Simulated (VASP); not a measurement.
# Tl (Im-3m) in VASP: settings compared

One crystal, Tl, is run at these levels: PBEsol, LDA; tasks: single point.

Program: VASP 6.6.1. These are calculated values, not measurements. Logs are shortened: lines on timing, memory, paths and dates and some standing lists are left out, and cuts for length are marked.

## 1. The crystal as given

The structure is cubic, space group Im-3m (No. 229). The conventional cell has a = 3.882 Å, b = 3.882 Å, c = 3.882 Å, α = 90.00°, β = 90.00°, γ = 90.00°. Tl (site symmetry m-3m) has 8 Tl at 3.36 Å as nearest neighbours.

This isn't the form of Tl at room conditions, which is hcp.

## 2. Single point, PBEsol

The input, INCAR:

```
SYSTEM = Tl
  PREC = Accurate
  ENCUT = 520
  EDIFF = 1E-6
  ISMEAR = -1
  SIGMA = 0.05
  LREAL = .False.
  LASPH = .True.
  NELM = 100
  ALGO = Fast
  ISIF = 2
  LWAVE = .False.
  LCHARG = .False.
  GGA = PS
  NBANDS = 12
```

The input, KPOINTS:

```
regular mesh
0
Gamma
  13 13 13
  0 0 0
```

The input, POSCAR:

```
Tl
1.0
   -1.9410000000      1.9410000000      1.9410000000
    1.9410000000     -1.9410000000      1.9410000000
    1.9410000000      1.9410000000     -1.9410000000
Tl
1
Direct
    0.0000000000      0.0000000000      0.0000000000
```

Potentials or basis: VASP PAW PBE potentials, release 64 (Tl_d).

On the command line:

```bash
$ cat potpaw_PBE.64/Tl_d/POTCAR > POTCAR
$ mpirun -np 1 vasp_std > vasp.out
```

OUTCAR:

```text
SYSTEM = Tl
   PREC = Accurate
   ENCUT = 520
   EDIFF = 1E-6
   ISMEAR = -1
   LREAL = .False.
   LASPH = .True.
   NELM = 100
   ISIF = 2
   GGA = PS

 ion  position               nearest neighbor table
   1  0.000  0.000  0.000-

  LATTYP: Found a body centered cubic cell.
 ALAT       =     3.8820000000

  Lattice vectors:

 A1 = (  -1.9410000000,   1.9410000000,   1.9410000000)
 A2 = (   1.9410000000,  -1.9410000000,   1.9410000000)
 A3 = (   1.9410000000,   1.9410000000,  -1.9410000000)

Analysis of symmetry for initial positions (statically):
=====================================================================
 Subroutine PRICEL returns:
 Original cell was already a primitive cell.

 Routine SETGRP: Setting up the symmetry group for a
 body centered cubic supercell.

 Subroutine GETGRP returns: Found 48 space group operations
 (whereof 48 operations were pure point group operations)
 out of a pool of 48 trial point group operations.

The static configuration has the point symmetry O_h .

Analysis of symmetry for dynamics (positions and initial velocities):
=====================================================================
 Subroutine PRICEL returns:
 Original cell was already a primitive cell.

 Routine SETGRP: Setting up the symmetry group for a
 body centered cubic supercell.

 Subroutine GETGRP returns: Found 48 space group operations
 (whereof 48 operations were pure point group operations)
 out of a pool of 48 trial point group operations.

The dynamic configuration has the point symmetry O_h .

 Subroutine INISYM returns: Found 48 space group operations
 (whereof 48 operations are pure point group operations),
 and found     1 'primitive' translations

----------------------------------------------------------------------------------------

                                     Primitive cell

  volume of cell :      29.2507

  direct lattice vectors                    reciprocal lattice vectors
    -1.941000000  1.941000000  1.941000000     0.000000000  0.257599176  0.257599176
     1.941000000 -1.941000000  1.941000000     0.257599176  0.000000000  0.257599176
     1.941000000  1.941000000 -1.941000000     0.257599176  0.257599176  0.000000000

  length of vectors
     3.361910617  3.361910617  3.361910617     0.364300248  0.364300248  0.364300248

  position of ions in fractional coordinates (direct lattice)
     0.000000000  0.000000000  0.000000000

  ion indices of the primitive-cell ions
   primitive index   ion index
[... 82 lines left out ...]
   TEBEG  =    0.0;   TEEND  =   0.0 temperature during run
   PSTRESS=    0.0 pullay stress
   NELECT =      13.0000    total number of electrons
   NUPDOWN=      -1.0000    fix difference up-down
   EMIN   =  10.00;   EMAX   =-10.00  energy-range for DOS
   EFERMI =   0.00;   METHOD = LEGACY
   ISMEAR =    -1;   SIGMA  =   0.05  broadening in eV -4-tet -1-fermi 0-gaus
   EFERMI_NEDOS =   21; number of points for ismear=-14 and -15
   IALGO  =     68    algorithm
   IMIX   =      4    mixing-type and parameters
     AMIX     =   0.40;   BMIX     =  1.00
     AMIX_MAG =   1.60;   BMIX_MAG =  1.00
  volume/ion in A,a.u.               =      29.25       197.39
  Fermi-wavevector in a.u.,A,eV,Ry     =   1.249330  2.360891 21.236311  1.560825
  Thomas-Fermi vector in A             =   2.383375
   LORBIT       =      0    0 simple, 1 ext, 2 COOP (PROOUT), +10 PAW based schemes
   GGA     = PS    functional components
   LHFCALC =     F    Hartree Fock is set to
   AEXX    =    0.0000 exact exchange contribution
   IVDW    =     0    specifies the selected vdW correction
   LEPSILON=     F    determine dielectric tensor
   LRPA    =     F    only Hartree local field effects (RPA)
 non-spin polarized calculation
 RMM-DIIS sequential band-by-band and
  energy-cutoff  :      520.00
  volume of cell :       29.25
 maximum number of plane-waves:       802
 NGX is ok and might be reduce to    28
   NGX = 13   NGY = 13   NGZ = 13

 number of electron      13.0000002 magnetization

 Free energy of the ion-electron system (eV)
  ---------------------------------------------------
  ext. energy  EPLUGINS =         0.00000000
  ---------------------------------------------------
  free energy    TOTEN  =        -2.62455070 eV

  energy without entropy =       -2.61893527  energy(sigma->0) =       -2.62174299

 E-fermi :   6.1070     XC(G=0): -10.2557

 val. band max:        6.0610885770   @ k =  -0.3846   0.3846   0.1538
 cond. band min:       6.1141770891   @ k =  -0.3077   0.4615   0.0769
 fundamental gap:      0.0530885121
 Fermi energy:         6.1069501700

 k-point     1 :       0.0000    0.0000    0.0000
  band No.  band energies     occupation
      1      -5.4274      2.00000
      2      -5.4274      2.00000
      3      -5.4274      2.00000
      4      -5.0145      2.00000
      5      -5.0145      2.00000
      6      -3.7614      2.00000
      7      16.7514      0.00000
      8      16.7514      0.00000
      9      16.7514      0.00000
     10      18.4150      0.00000
     11      18.4150      0.00000
     12      18.4150      0.00000
[... 331 lines left out ...]
 k-point    24 :       0.2308    0.0769    0.0769
  band No.  band energies     occupation
      1      -5.5306      2.00000
      2      -5.4591      2.00000
      3      -5.0638      2.00000
      4      -5.0184      2.00000
      5      -5.0055      2.00000
      6      -1.3030      2.00000
      7       7.7736      0.00000
      8      11.4120      0.00000
      9      12.5301      0.00000
     10      18.6616      0.00000
     11      19.2176      0.00000
     12      20.7138      0.00000

 [... further k-points ...]

------------------------ aborting loop because EDIFF is reached ----------------------------------------

  FORCE on cell =-STRESS in cart. coord.  units (eV):
  Direction    XX          YY          ZZ          XY          YZ          ZX
  --------------------------------------------------------------------------------------
  -------------------------------------------------------------------------------------
  Total       -0.1498717     -0.1498717     -0.1498717      0.0000000      0.0000000     -0.0000000
  in kB       -8.2090653     -8.2090653     -8.2090653      0.0000000      0.0000000     -0.0000000
  external PRESSURE =      -8.2090653 kB  Pullay stress =       0.0000000 kB

 VOLUME and BASIS-vectors are now :
 -----------------------------------------------------------------------------
  energy-cutoff  :      520.00
  volume of cell :       29.25
      direct lattice vectors                 reciprocal lattice vectors
    -1.941000000  1.941000000  1.941000000     0.000000000  0.257599176  0.257599176
     1.941000000 -1.941000000  1.941000000     0.257599176  0.000000000  0.257599176
     1.941000000  1.941000000 -1.941000000     0.257599176  0.257599176  0.000000000

 POSITION                                       TOTAL-FORCE (eV/Angst)
 -----------------------------------------------------------------------------------
      0.00000      0.00000      0.00000         0.000000     -0.000000      0.000000
 -----------------------------------------------------------------------------------
    total drift:                               -0.000000     -0.000000     -0.000000

  FREE ENERGIE OF THE ION-ELECTRON SYSTEM (eV)
  ---------------------------------------------------
  free  energy   TOTEN  =        -2.6245507032 eV

  energy  without entropy=       -2.6189352735  energy(sigma->0) =       -2.62174299
```

Wall time 27 s (1 thread of Intel Xeon Platinum 8375C at 2.90GHz (Ice Lake), shared host); peak memory 0.17 GiB.

Results:

| Item | Value |
| --- | --- |
| Free energy | -2.6246 eV |
| Pressure | -0.8 GPa |
| Band gap on the k mesh | none (metal or under the smearing width) |

Caveat: the PAW data sets were made with another functional, which shifts forces and pressure a little. The run has no spin-orbit coupling, so splittings on Tl are missing.

## 3. Single point, LDA

The input, INCAR:

```
SYSTEM = Tl
  ALGO = Normal
  EDIFF = 1E-6
  ENCUT = 520
  ISIF = 2
  ISMEAR = -1
  LASPH = .True.
  LCHARG = .False.
  LREAL = .False.
  LWAVE = .False.
  NBANDS = 12
  NELM = 100
  PREC = Accurate
  SIGMA = 0.05
```

The input, KPOINTS:

```
k-points
0
Gamma
  13 13 13
  0 0 0
```

POSCAR is that of step 2.

Potentials or basis: VASP PAW LDA potentials, release 64 (Tl_d).

On the command line:

```bash
$ cat potpaw_LDA.64/Tl_d/POTCAR > POTCAR
$ mpirun -np 1 vasp_std > vasp.out
```

It took 17 s on 1 thread of Intel Xeon Platinum 8375C at 2.90GHz (Ice Lake), shared host; peak memory 0.15 GiB.

The run converged. Its results:

- Free energy: -2.9151 eV
- Pressure: -2.4 GPa
- Band gap on the k mesh: none (metal or under the smearing width)

Levels at points of the mesh, in eV from the Fermi level:
```tsv
k point	band 4	band 5	band 6	band 7	band 8	band 9
(0.00, 0.00, 0.00)	-11.13	-11.13	-9.87	10.56	10.56	10.56
```

Spin-orbit coupling is left out, which matters for the levels of Tl.
